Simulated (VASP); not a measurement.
Here is a VASP 6.6.1 calculation.

The input INCAR:

```
  PREC = Normal
  ENCUT = 450
  EDIFF = 1E-6
  ISMEAR = 0
  SIGMA = 0.01
  LREAL = Auto
  LASPH = T
  NELM = 80
  ALGO = Normal
  ISIF = 2
  LWAVE = F
  LCHARG = F
  GGA = PE
  IBRION = 2
  NSW = 70
  EDIFFG = -0.025
  ICORELEVEL = 1
  ISYM = 0
  KPAR = 4
  NCORE = 2
```

File KPOINTS:

```
Automatic mesh
0
Gamma
  2 2 2
```

File POSCAR:

```
Si36C35
1.0
   -4.6397850000     -8.0363460000      0.0000000000
    9.2795730000      0.0000000000      0.0000000000
    0.0000000000      0.0000000000     10.1265810000
Si C
36 35
Direct
    0.5502151100      0.1140362900      0.9364520400
    0.5555556700      0.4444446700      0.9378460000
    0.2222223300      0.1111113300      0.9378460000
    0.5555556700      0.7777780000      0.9378460000
    0.2222223300      0.4444446700      0.9378460000
    0.8888890000      0.1111113300      0.9378460000
    0.2222223300      0.7777780000      0.9378460000
    0.8888890000      0.4444446700      0.9378460000
    0.8888890000      0.7777780000      0.9378460000
    0.4444443300      0.8888886700      0.4378460000
    0.4444443300      0.2222220000      0.4378460000
    0.1111110000      0.8888886700      0.4378460000
    0.4444443300      0.5555553300      0.4378460000
    0.1111110000      0.2222220000      0.4378460000
    0.7777776700      0.8888886700      0.4378460000
    0.1111110000      0.5555553300      0.4378460000
    0.7777776700      0.2222220000      0.4378460000
    0.7777776700      0.5555553300      0.4378460000
    0.6702838500      0.0047622700      0.6949863200
    0.6632129100      0.3380022500      0.6900873600
    0.3369338300      0.0039917100      0.6880219200
    0.6666666700      0.6666666700      0.6878980000
    0.3333333300      0.3333333300      0.6878980000
    0.0000000000      0.0000000000      0.6878980000
    0.3333333300      0.6666666700      0.6878980000
    0.0000000000      0.3333333300      0.6878980000
    0.0000000000      0.6666666700      0.6878980000
    0.6666666700      0.0000000000      0.1878980000
    0.6666666700      0.3333333300      0.1878980000
    0.3333333300      0.0000000000      0.1878980000
    0.6666666700      0.6666666700      0.1878980000
    0.3333333300      0.3333333300      0.1878980000
    0.0000000000      0.0000000000      0.1878980000
    0.3333333300      0.6666666700      0.1878980000
    0.0000000000      0.3333333300      0.1878980000
    0.0000000000      0.6666666700      0.1878980000
    0.5555556700      0.4444446700      0.7498070000
    0.2222223300      0.1111113300      0.7498070000
    0.5555556700      0.7777780000      0.7498070000
    0.2222223300      0.4444446700      0.7498070000
    0.8888890000      0.1111113300      0.7498070000
    0.2222223300      0.7777780000      0.7498070000
    0.8888890000      0.4444446700      0.7498070000
    0.8888890000      0.7777780000      0.7498070000
    0.4444443300      0.8888886700      0.2498070000
    0.4444443300      0.2222220000      0.2498070000
    0.1111110000      0.8888886700      0.2498070000
    0.4444443300      0.5555553300      0.2498070000
    0.1111110000      0.2222220000      0.2498070000
    0.7777776700      0.8888886700      0.2498070000
    0.1111110000      0.5555553300      0.2498070000
    0.7777776700      0.2222220000      0.2498070000
    0.7777776700      0.5555553300      0.2498070000
    0.6666666700      0.0000000000      0.5004470000
    0.6666666700      0.3333333300      0.5004470000
    0.3333333300      0.0000000000      0.5004470000
    0.6666666700      0.6666666700      0.5004470000
    0.3333333300      0.3333333300      0.5004470000
    0.0000000000      0.0000000000      0.5004470000
    0.3333333300      0.6666666700      0.5004470000
    0.0000000000      0.3333333300      0.5004470000
    0.0000000000      0.6666666700      0.5004470000
    0.6666666700      0.0000000000      0.0004470000
    0.6666666700      0.3333333300      0.0004470000
    0.3333333300      0.0000000000      0.0004470000
    0.6666666700      0.6666666700      0.0004470000
    0.3333333300      0.3333333300      0.0004470000
    0.0000000000      0.0000000000      0.0004470000
    0.3333333300      0.6666666700      0.0004470000
    0.0000000000      0.3333333300      0.0004470000
    0.0000000000      0.6666666700      0.0004470000
```

Potentials or basis: VASP PAW PBE potentials, release 64 (Si, C).

Command:

```bash
$ cat potpaw_PBE.64/Si/POTCAR potpaw_PBE.64/C/POTCAR > POTCAR
$ mpirun -np 8 vasp_std > vasp.out
```

Question: What does it give for the energy gained by relaxing?

Answer: 2.6 meV/atom.

Question: Estimate the band gap on the k mesh.

Answer: None (metal or under the smearing width).

Forces in eV/Å, atoms in the order of the input:
```
Si  -0.015  0.005  0.001
Si  -0.011  0.000 -0.004
Si   0.009 -0.001 -0.004
Si  -0.008 -0.001 -0.004
Si  -0.002 -0.004 -0.001
Si   0.001  0.002  0.009
Si  -0.005  0.006 -0.005
Si  -0.003 -0.007 -0.004
Si  -0.005 -0.003  0.000
Si   0.009 -0.002  0.006
Si  -0.005 -0.006 -0.004
Si   0.004 -0.001  0.001
Si   0.006 -0.003 -0.001
Si   0.006  0.000 -0.002
Si   0.004  0.003  0.009
Si   0.002  0.005 -0.002
Si  -0.002  0.006 -0.007
Si  -0.006  0.003 -0.005
Si   0.008 -0.009  0.009
Si   0.001  0.008 -0.004
Si   0.005  0.011  0.007
Si   0.002  0.002  0.004
Si  -0.009  0.000  0.005
Si  -0.001  0.006  0.009
Si   0.005 -0.006  0.011
Si  -0.001 -0.004  0.003
Si   0.006  0.012  0.013
Si  -0.003 -0.005 -0.008
Si   0.008 -0.003  0.001
Si   0.012  0.005  0.002
Si  -0.011  0.007 -0.007
Si   0.006  0.001  0.011
Si   0.004 -0.010 -0.006
Si  -0.003  0.002 -0.003
Si   0.002 -0.002 -0.011
Si   0.001  0.004 -0.001
C   -0.019 -0.006 -0.005
C    0.004  0.003  0.002
C   -0.011  0.010 -0.006
C   -0.001 -0.003 -0.005
C   -0.002 -0.002  0.000
C    0.004  0.006  0.001
C   -0.001 -0.012  0.002
C    0.002  0.004  0.004
C    0.002  0.001  0.002
C    0.009  0.004 -0.002
C    0.003 -0.003  0.008
C    0.006  0.004  0.000
C    0.007 -0.007 -0.001
C   -0.009 -0.005 -0.002
C    0.007  0.003  0.002
C    0.005  0.000 -0.005
C    0.000  0.001  0.001
C    0.007  0.007  0.003
C    0.003  0.000 -0.021
C    0.007 -0.001 -0.003
C   -0.009  0.000  0.001
C   -0.001 -0.007  0.007
C    0.006 -0.004 -0.001
C    0.002  0.005  0.000
C    0.004  0.001 -0.005
C    0.004  0.004 -0.006
C   -0.005  0.001  0.002
C   -0.012  0.001  0.002
C    0.002 -0.004  0.003
C   -0.007 -0.004 -0.002
C   -0.010 -0.007 -0.003
C   -0.004 -0.008  0.006
C   -0.003  0.000 -0.001
C    0.002 -0.004 -0.002
C   -0.003  0.002  0.005
```

Caveat: the k mesh is coarse (spacing up to 0.39 Å⁻¹), so the values aren't converged.
